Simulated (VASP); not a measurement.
# ScAl3N4 (P6_3mc) in VASP: notebook

Aim: see how the results for ScAl3N4 move with the level of theory and the settings. Levels: PBE, PBEsol. Tasks: relaxation of cell and atoms.

Program: VASP 6.6.1. These are calculated values, not measurements. Logs are shortened: lines on timing, memory, paths and dates and some standing lists are left out, and cuts for length are marked.

**1. The crystal as given**

It takes space group P6_3mc (No. 186, hexagonal). The conventional cell has a = 6.374 Å, b = 6.374 Å, c = 4.957 Å, α = 90.00°, β = 90.00°, γ = 120.00°. Around Al (site symmetry m) lie 4 N at 1.89 to 1.93 Å. Around Sc (site symmetry 3m) lie 4 N at 1.89 to 1.93 Å. Around N (site symmetry m) lie 3 Al at 1.89 to 1.93 Å and 1 Sc at 1.93 Å. Around N (site symmetry 3m) lie 1 Sc at 1.89 Å and 3 Al at 1.93 Å.

The cell comes from a database or a generator and needn't be the stable form of this composition.

**2. Relaxation of cell and atoms, PBE**

Contents of INCAR:

```
SYSTEM = ScAl3N4
PREC = Accurate
ENCUT = 520
EDIFF = 1E-6
ISMEAR = 0
SIGMA = 0.03
LREAL = .FALSE.
LASPH = .TRUE.
NELM = 60
ALGO = Fast
ISIF = 3
LWAVE = .FALSE.
LCHARG = .FALSE.
GGA = PE
IBRION = 2
NSW = 40
EDIFFG = -0.005
```

Contents of KPOINTS:

```
Automatic mesh
0
G
  4 4 5
  0 0 0
```

Contents of POSCAR:

```
ScAl3N4
1.0
    6.3740000000      0.0000000000      0.0000000000
   -3.1870000000      5.5200459237      0.0000000000
    0.0000000000      0.0000000000      4.9570000000
Al Sc N
6 2 8
Direct
    0.1666666667      0.3333333333      0.0000000000
    0.1666666667      0.8333333333      0.0000000000
    0.6666666667      0.3333333333      0.0000000000
    0.3333333333      0.6666666667      0.5000000000
    0.8333333333      0.1666666667      0.5000000000
    0.8333333333      0.6666666667      0.5000000000
    0.6666666667      0.8333333333      0.0000000000
    0.3333333333      0.1666666667      0.5000000000
    0.1666666667      0.3333333333      0.3820000000
    0.1666666667      0.8333333333      0.3820000000
    0.6666666667      0.3333333333      0.3820000000
    0.6666666667      0.8333333333      0.3820000000
    0.3333333333      0.1666666667      0.8820000000
    0.3333333333      0.6666666667      0.8820000000
    0.8333333333      0.1666666667      0.8820000000
    0.8333333333      0.6666666667      0.8820000000
```

Potentials or basis: VASP PAW PBE potentials, release 64 (Al, Sc_sv, N).

Started as:

```sh
cat potpaw_PBE.64/Al/POTCAR potpaw_PBE.64/Sc_sv/POTCAR potpaw_PBE.64/N/POTCAR > POTCAR
mpirun -np 1 vasp_std > vasp.out
```

OUTCAR:

```text
SYSTEM = ScAl3N4
   PREC = Accurate
   ENCUT = 520
   EDIFF = 1E-6
   ISMEAR = 0
   LREAL = .FALSE.
   LASPH = .TRUE.
   NELM = 60
   ISIF = 3
   GGA = PE
   IBRION = 2
   NSW = 40
   EDIFFG = -0.005

 ion  position               nearest neighbor table
   1  0.167  0.333  0.000-   9 1.89  13 1.93  14 1.93  15 1.93   8 3.09   8 3.09   4 3.09   4 3.09
                             5 3.09   5 3.09   2 3.19   7 3.19   2 3.19   7 3.19   3 3.19   3 3.19
   2  0.167  0.833  0.000-  10 1.89  14 1.93  13 1.93  16 1.93   4 3.09   4 3.09   8 3.09   8 3.09
                             6 3.09   6 3.09   1 3.19   3 3.19   1 3.19   3 3.19   7 3.19   7 3.19
   3  0.667  0.333  0.000-  11 1.89  15 1.93  16 1.93  13 1.93   5 3.09   5 3.09   6 3.09   6 3.09
                             8 3.09   8 3.09   2 3.19   7 3.19   7 3.19   2 3.19   1 3.19   1 3.19
   4  0.333  0.667  0.500-  14 1.89  10 1.93   9 1.93  12 1.93   2 3.09   2 3.09   1 3.09   1 3.09
                             7 3.09   7 3.09   8 3.19   5 3.19   8 3.19   5 3.19   6 3.19   6 3.19
   5  0.833  0.167  0.500-  15 1.89  11 1.93  12 1.93   9 1.93   3 3.09   3 3.09   7 3.09   7 3.09
                             1 3.09   1 3.09   4 3.19   6 3.19   6 3.19   4 3.19   8 3.19   8 3.19
   6  0.833  0.667  0.500-  16 1.89  12 1.93  11 1.93  10 1.93   7 3.09   7 3.09   3 3.09   3 3.09
                             2 3.09   2 3.09   8 3.19   5 3.19   5 3.19   8 3.19   4 3.19   4 3.19
   7  0.667  0.833  0.000-  12 1.89  16 1.93  15 1.93  14 1.93   6 3.09   6 3.09   5 3.09   5 3.09
                             4 3.09   4 3.09   1 3.19   3 3.19   3 3.19   1 3.19   2 3.19   2 3.19
   8  0.333  0.167  0.500-  13 1.89   9 1.93  10 1.93  11 1.93   1 3.09   1 3.09   2 3.09   2 3.09
                             3 3.09   3 3.09   6 3.19   4 3.19   4 3.19   6 3.19   5 3.19   5 3.19
   9  0.167  0.333  0.382-   1 1.89   8 1.93   4 1.93   5 1.93
  10  0.167  0.833  0.382-   2 1.89   4 1.93   8 1.93   6 1.93
  11  0.667  0.333  0.382-   3 1.89   5 1.93   6 1.93   8 1.93
  12  0.667  0.833  0.382-   7 1.89   6 1.93   5 1.93   4 1.93
  13  0.333  0.167  0.882-   8 1.89   1 1.93   2 1.93   3 1.93
  14  0.333  0.667  0.882-   4 1.89   2 1.93   1 1.93   7 1.93
  15  0.833  0.167  0.882-   5 1.89   3 1.93   7 1.93   1 1.93
  16  0.833  0.667  0.882-   6 1.89   7 1.93   3 1.93   2 1.93

  LATTYP: Found a hexagonal cell.
 ALAT       =     6.3740000000
 C/A-ratio  =     0.7776906181

  Lattice vectors:

 A1 = (   6.3740000000,   0.0000000000,   0.0000000000)
 A2 = (  -3.1870000000,   5.5200459237,   0.0000000000)
 A3 = (   0.0000000000,   0.0000000000,   4.9570000000)

Analysis of symmetry for initial positions (statically):
=====================================================================
 Subroutine PRICEL returns:
 Original cell was already a primitive cell.

 Routine SETGRP: Setting up the symmetry group for a
 hexagonal supercell.

 Subroutine GETGRP returns: Found 12 space group operations
 (whereof  2 operations were pure point group operations)
 out of a pool of 24 trial point group operations.

The static configuration has the point symmetry C_1h.
 The point group associated with its full space group is C_6v.

Analysis of symmetry for dynamics (positions and initial velocities):
=====================================================================
 Subroutine PRICEL returns:
 Original cell was already a primitive cell.

 Routine SETGRP: Setting up the symmetry group for a
 hexagonal supercell.

 Subroutine GETGRP returns: Found 12 space group operations
 (whereof  2 operations were pure point group operations)
 out of a pool of 24 trial point group operations.

The dynamic configuration has the point symmetry C_1h.
 The point group associated with its full space group is C_6v.

 Subroutine INISYM returns: Found 12 space group operations
 (whereof  2 operations are pure point group operations),
 and found     1 'primitive' translations

----------------------------------------------------------------------------------------

                                     Primitive cell

  volume of cell :     174.4109

  direct lattice vectors                    reciprocal lattice vectors
     6.374000000  0.000000000  0.000000000     0.156887355  0.090578957  0.000000000
    -3.187000000  5.520045924  0.000000000     0.000000000  0.181157913  0.000000000
     0.000000000  0.000000000  4.957000000     0.000000000  0.000000000  0.201734920

  length of vectors
[... 49 lines left out ...]
  Cartesian coordinates                     Fractional coordinates (reciprocal lattice)
     0.039221839  0.022644739  0.000000000     0.250000000  0.000000000  0.000000000
     0.000000000  0.045289478  0.000000000     0.000000000  0.250000000  0.000000000
     0.000000000  0.000000000  0.040346984     0.000000000  0.000000000  0.200000000

  Length of vectors
     0.045289478  0.045289478  0.040346984

  Shift w.r.t. Gamma in fractional coordinates (k-lattice)
     0.000000000  0.000000000  0.000000000

 Subroutine IBZKPT returns following result:
 ===========================================

 Found     12 irreducible k-points:

 Following reciprocal coordinates:
            Coordinates               Weight
  0.000000  0.000000  0.000000      1.000000
  0.250000  0.000000  0.000000      6.000000
  0.500000  0.000000  0.000000      3.000000
  0.250000  0.250000  0.000000      6.000000
  0.000000  0.000000  0.200000      2.000000
  0.250000  0.000000  0.200000     12.000000
  0.500000  0.000000  0.200000      6.000000
  0.250000  0.250000  0.200000     12.000000
  0.000000  0.000000  0.400000      2.000000
  0.250000  0.000000  0.400000     12.000000
  0.500000  0.000000  0.400000      6.000000
  0.250000  0.250000  0.400000     12.000000
   k-points           NKPTS =     12   k-points in BZ     NKDIM =     12   number of bands    NBANDS=     49
   number of dos      NEDOS =    301   number of ions     NIONS =     16
   total plane-waves  NPLWV =  92160
   dimension x,y,z NGX =    48 NGY =   48 NGZ =   40
   dimension x,y,z NGXF=    96 NGYF=   96 NGZF=   80
   ions per type =               6   2   8
   NGX,Y,Z   is equivalent  to a cutoff of  12.52, 12.52, 13.42 a.u.
   NGXF,Y,Z  is equivalent  to a cutoff of  25.04, 25.04, 26.83 a.u.
 SYSTEM =  ScAl3N4
   PREC   = accura    normal or accurate (medium, high low for compatibility)
   ISTART =      0    job   : 0-new  1-cont  2-samecut
   ICHARG =      2    charge: 1-file 2-atom 10-const
   ISPIN  =      1    spin polarized calculation?
   LNONCOLLINEAR =      F non collinear calculations
   LSORBIT =      F    spin-orbit coupling
   LASPH  =      T    aspherical Exc in radial PAW
   ENCUT  =  520.0 eV  38.22 Ry    6.18 a.u.  11.85 11.85  9.22*2*pi/ulx,y,z
   NELM   =     60;   NELMIN=  2; NELMDL= -5     # of ELM steps
   EDIFF  = 0.1E-05   stopping-criterion for ELM
   LREAL  =      F    real-space projection
   EDIFFG = -.5E-02   stopping-criterion for IOM
   NSW    =     40    number of steps for IOM
   IBRION =      2    ionic relax: 0-MD 1-quasi-New 2-CG
   NFREE  =      1    steps in history (QN), initial steepest desc. (CG)
   ISIF   =      3    stress and relaxation
   ISYM   =      2    0-nonsym 1-usesym 2-fastsym
   POTIM  = 0.5000    time-step for ionic-motion
   TEBEG  =    0.0;   TEEND  =   0.0 temperature during run
   PSTRESS=    0.0 pullay stress
   NELECT =      80.0000    total number of electrons
   NUPDOWN=      -1.0000    fix difference up-down
   EMIN   =  10.00;   EMAX   =-10.00  energy-range for DOS
   EFERMI =   0.00;   METHOD = LEGACY
   ISMEAR =     0;   SIGMA  =   0.03  broadening in eV -4-tet -1-fermi 0-gaus
   EFERMI_NEDOS =   21; number of points for ismear=-14 and -15
   IALGO  =     68    algorithm
   IMIX   =      4    mixing-type and parameters
     AMIX     =   0.40;   BMIX     =  1.00
     AMIX_MAG =   1.60;   BMIX_MAG =  1.00
  volume/ion in A,a.u.               =      10.90        73.56
  Fermi-wavevector in a.u.,A,eV,Ry     =   1.262545  2.385864 21.687964  1.594020
  Thomas-Fermi vector in A             =   2.395948
   LORBIT       =      0    0 simple, 1 ext, 2 COOP (PROOUT), +10 PAW based schemes
   GGA     = PE    functional components
   LHFCALC =     F    Hartree Fock is set to
   AEXX    =    0.0000 exact exchange contribution
   IVDW    =     0    specifies the selected vdW correction
   LEPSILON=     F    determine dielectric tensor
   LRPA    =     F    only Hartree local field effects (RPA)
 conjugate gradient relaxation of ions
 non-spin polarized calculation
 RMM-DIIS sequential band-by-band and
 Gauss-broadening in eV      SIGMA  =   0.03
  energy-cutoff  :      520.00
  volume of cell :      174.41
 maximum number of plane-waves:      4724
 NGX is ok and might be reduce to    48
   NGX = 23   NGY = 23   NGZ = 19

--------------------------------------- Ionic step        1  -------------------------------------------

 number of electron      80.0000007 magnetization

 Free energy of the ion-electron system (eV)
  ---------------------------------------------------
  ext. energy  EPLUGINS =         0.00000000
  ---------------------------------------------------
  free energy    TOTEN  =      -122.10532753 eV

  energy without entropy =     -122.10532753  energy(sigma->0) =     -122.10532753

------------------------ aborting loop because EDIFF is reached ----------------------------------------

  FORCE on cell =-STRESS in cart. coord.  units (eV):
  Direction    XX          YY          ZZ          XY          YZ          ZX
  --------------------------------------------------------------------------------------
  -------------------------------------------------------------------------------------
  Total       13.7529294     13.7529294     21.4191689      0.0000000     -0.0000000      0.0000000
  in kB      126.3374559    126.3374559    196.7612298      0.0000000     -0.0000000      0.0000000
  external PRESSURE =     149.8120472 kB  Pullay stress =       0.0000000 kB
[... 131 lines left out ...]
  FREE ENERGIE OF THE ION-ELECTRON SYSTEM (eV)
  ---------------------------------------------------
  free  energy   TOTEN  =      -124.0951124071 eV

  energy  without entropy=     -124.0951124071  energy(sigma->0) =     -124.09511241

[... ionic steps 4 to 12 ...]

--------------------------------------- Ionic step       13  -------------------------------------------

 number of electron      80.0000021 magnetization

------------------------ aborting loop because EDIFF is reached ----------------------------------------
[... 95 lines left out ...]
--------------------------------------- Ionic step       15  -------------------------------------------

 number of electron      80.0000021 magnetization

 Free energy of the ion-electron system (eV)
  ---------------------------------------------------
  ext. energy  EPLUGINS =         0.00000000
  ---------------------------------------------------
  free energy    TOTEN  =      -124.28937917 eV

  energy without entropy =     -124.28937917  energy(sigma->0) =     -124.28937917

 E-fermi :   5.1189     XC(G=0): -10.7363

 val. band max:        4.9236190237   @ k =   0.5000   0.0000   0.0000
 cond. band min:       8.6195896958   @ k =   0.0000   0.0000   0.0000
 fundamental gap:      3.6959706721
 Fermi energy:         5.1189357750

 k-point     1 :       0.0000    0.0000    0.0000
  band No.  band energies     occupation
      1     -42.0596      2.00000
      2     -42.0588      2.00000
      3     -20.8265      2.00000
      4     -20.8265      2.00000
      5     -20.8202      2.00000
      6     -20.8202      2.00000
[... 656 lines left out ...]
  FREE ENERGIE OF THE ION-ELECTRON SYSTEM (eV)
  ---------------------------------------------------
  free  energy   TOTEN  =      -124.2893791718 eV

  energy  without entropy=     -124.2893791718  energy(sigma->0) =     -124.28937917

 reached required accuracy - stopping structural energy minimisation
```

Run time: 9.4 min. Hardware: 1 thread of Intel Xeon 6975P-C (Granite Rapids), shared host; peak memory 0.35 GiB.

Results:

- Free energy: -124.2894 eV
- Relaxed volume: 11.54 Å³/atom
- Relaxed cell: a = 6.484 Å, b = 6.484 Å, c = 5.071 Å, α = 90.00°, β = 90.00°, γ = 120.00°
- Space group after relaxing (to 0.05 Å): P6_3mc (No. 186)
- Energy gained by relaxing: 136.5 meV/atom
- Ionic steps: 15
- Pressure after relaxing: 0.0 GPa
- Largest force after relaxing: 0.003 eV/Å
- Band gap on the k mesh: 3.70 eV, indirect (least direct gap 3.71 eV)

Forces on the atoms (eV/Å):
```
Al   0.003 -0.002 -0.001
Al   0.000  0.003 -0.001
Al  -0.003 -0.002 -0.001
Al   0.003  0.002 -0.001
Al   0.000 -0.003 -0.001
Al  -0.003  0.002 -0.001
Sc   0.000  0.000 -0.002
Sc   0.000  0.000 -0.002
N    0.000  0.000  0.000
N    0.000  0.000  0.000
N    0.000  0.000  0.000
N    0.000  0.000  0.003
N    0.000  0.000  0.003
N    0.000  0.000  0.000
N    0.000  0.000  0.000
N    0.000  0.000  0.000
```

Step by step:
```
step  energy change (eV)  largest force (eV/Å)  pressure (GPa)  volume (Å³)
   1              0.0000                4.1065           14.98       174.41
   2             -1.1514                1.1598          -13.35       201.39
   3             -1.9898                0.6688           -4.27       189.44
   4             -1.9905                0.6641           -3.96       189.13
   5             -2.1739                0.1640            1.32       183.37
   6             -2.1746                0.1815            1.00       183.70
   7             -2.1828                0.0442           -0.19       184.95
   8             -2.1829                0.0571           -0.07       184.81
   9             -2.1836                0.0146           -0.03       184.76
  10             -2.1836                0.0150           -0.02       184.74
  11             -2.1839                0.0118            0.01       184.68
  12             -2.1840                0.0152            0.02       184.66
  13             -2.1840                0.0078           -0.02       184.70
  14             -2.1840                0.0063           -0.04       184.72
  15             -2.1841                0.0033            0.04       184.65
```

Final structure:
```
CELL_PARAMETERS angstrom
6.48447 0.00000 0.00000
-3.24224 5.61572 0.00000
0.00000 0.00000 5.07072
ATOMIC_POSITIONS crystal
Al 0.16234 0.33766 0.00009
Al 0.16234 0.82468 0.00009
Al 0.67532 0.33766 0.00009
Al 0.32468 0.66234 0.50009
Al 0.83766 0.17532 0.50009
Al 0.83766 0.66234 0.50009
Sc 0.66667 0.83333 0.98737
Sc 0.33333 0.16667 0.48737
N 0.15650 0.34350 0.37547
N 0.15650 0.81301 0.37547
N 0.68699 0.34350 0.37547
N 0.66667 0.83333 0.41395
N 0.33333 0.16667 0.91395
N 0.31301 0.65650 0.87547
N 0.84350 0.18699 0.87547
N 0.84350 0.65650 0.87547
```

Caveat: an odd mesh through Γ misses points on the zone boundary, where band edges often lie.

**3. Relaxation of cell and atoms, PBEsol**

INCAR: that of step 2 with these lines changed.

```diff
@@ -13,3 +13,3 @@
 LCHARG = .FALSE.
-GGA = PE
+GGA = PS
 IBRION = 2
```

KPOINTS is that of step 2.

POSCAR is that of step 2.

Potentials or basis: VASP PAW PBE potentials, release 64 (Al, Sc_sv, N).

Started as:

```sh
cat potpaw_PBE.64/Al/POTCAR potpaw_PBE.64/Sc_sv/POTCAR potpaw_PBE.64/N/POTCAR > POTCAR
mpirun -np 1 vasp_std > vasp.out
```

It took 10 min on 1 thread of Intel Xeon 6975P-C (Granite Rapids), shared host; peak memory 0.35 GiB.

The run converged. Its results:

```
Free energy                            : -130.4858 eV
Relaxed volume                         : 11.31 Å³/atom
Relaxed cell                           : a = 6.453 Å, b = 6.453 Å, c = 5.019 Å, α = 90.00°, β = 90.00°, γ = 120.00°
Space group after relaxing (to 0.05 Å) : P6_3mc (No. 186)
Energy gained by relaxing              : 116.2 meV/atom
Ionic steps                            : 15
Pressure after relaxing                : 0.0 GPa
Largest force after relaxing           : 0.004 eV/Å
Band gap on the k mesh                 : 3.73 eV, indirect (least direct gap 3.74 eV)
```

Forces on the atoms (eV/Å):
```
Al   0.003 -0.002  0.002
Al   0.000  0.004  0.002
Al  -0.003 -0.002  0.002
Al   0.003  0.002  0.002
Al   0.000 -0.004  0.002
Al  -0.003  0.002  0.002
Sc   0.000  0.000 -0.003
Sc   0.000  0.000 -0.003
N   -0.003  0.002 -0.002
N    0.000 -0.004 -0.002
N    0.003  0.002 -0.002
N    0.000  0.000  0.003
N    0.000  0.000  0.003
N   -0.003 -0.002 -0.002
N    0.000  0.004 -0.002
N    0.003 -0.002 -0.002
```

Step by step:
```tsv
step	energy change (eV)	largest force (eV/Å)	pressure (GPa)	volume (Å³)
1	0.0000	3.9373	10.98	174.41
2	-1.1253	1.0894	-11.42	193.93
3	-1.6707	0.6369	-4.65	185.97
4	-1.8423	0.1542	1.88	179.33
5	-1.8493	0.1477	0.72	180.40
6	-1.8569	0.0591	-0.09	181.22
7	-1.8570	0.0592	-0.05	181.17
8	-1.8583	0.0216	-0.11	181.20
9	-1.8584	0.0280	-0.13	181.21
10	-1.8593	0.0210	0.02	181.02
11	-1.8594	0.0273	0.06	180.94
12	-1.8594	0.0285	0.09	180.92
13	-1.8596	0.0143	-0.03	181.04
14	-1.8596	0.0120	-0.07	181.06
15	-1.8596	0.0043	0.00	180.99
```

Final structure:
```yaml
crystal:
  lattice:
    - [6.45317, 0.00000, 0.00000]
    - [-3.22659, 5.58861, 0.00000]
    - [0.00000, 0.00000, 5.01866]
  atoms:
    - { symbol: Al, position: [0.16257, 0.33743, 0.99930] }
    - { symbol: Al, position: [0.16257, 0.82515, 0.99930] }
    - { symbol: Al, position: [0.67485, 0.33743, 0.99930] }
    - { symbol: Al, position: [0.32515, 0.66257, 0.49930] }
    - { symbol: Al, position: [0.83743, 0.17485, 0.49930] }
    - { symbol: Al, position: [0.83743, 0.66257, 0.49930] }
    - { symbol: Sc, position: [0.66667, 0.83333, 0.98622] }
    - { symbol: Sc, position: [0.33333, 0.16667, 0.48622] }
    - { symbol: N, position: [0.15674, 0.34326, 0.37665] }
    - { symbol: N, position: [0.15674, 0.81348, 0.37665] }
    - { symbol: N, position: [0.68652, 0.34326, 0.37665] }
    - { symbol: N, position: [0.66667, 0.83333, 0.41394] }
    - { symbol: N, position: [0.33333, 0.16667, 0.91394] }
    - { symbol: N, position: [0.31348, 0.65674, 0.87665] }
    - { symbol: N, position: [0.84326, 0.18652, 0.87665] }
    - { symbol: N, position: [0.84326, 0.65674, 0.87665] }
```

Levels at points of the mesh, in eV from the valence-band top:
```csv
k point,band 36,band 37,band 38,band 39,band 40,band 41,band 42,band 43,band 44,band 45
"(0.00, 0.00, 0.00)",-0.56,-0.56,-0.43,-0.43,-0.01,3.73,4.02,4.02,4.46,4.46
"(0.50, 0.00, 0.00)",-0.55,-0.40,-0.18,-0.17,-0.01,4.08,4.35,4.68,4.97,5.00
```

Caveat: the PAW data sets were made with another functional, which shifts forces and pressure a little; an odd mesh through Γ misses points on the zone boundary, where band edges often lie.
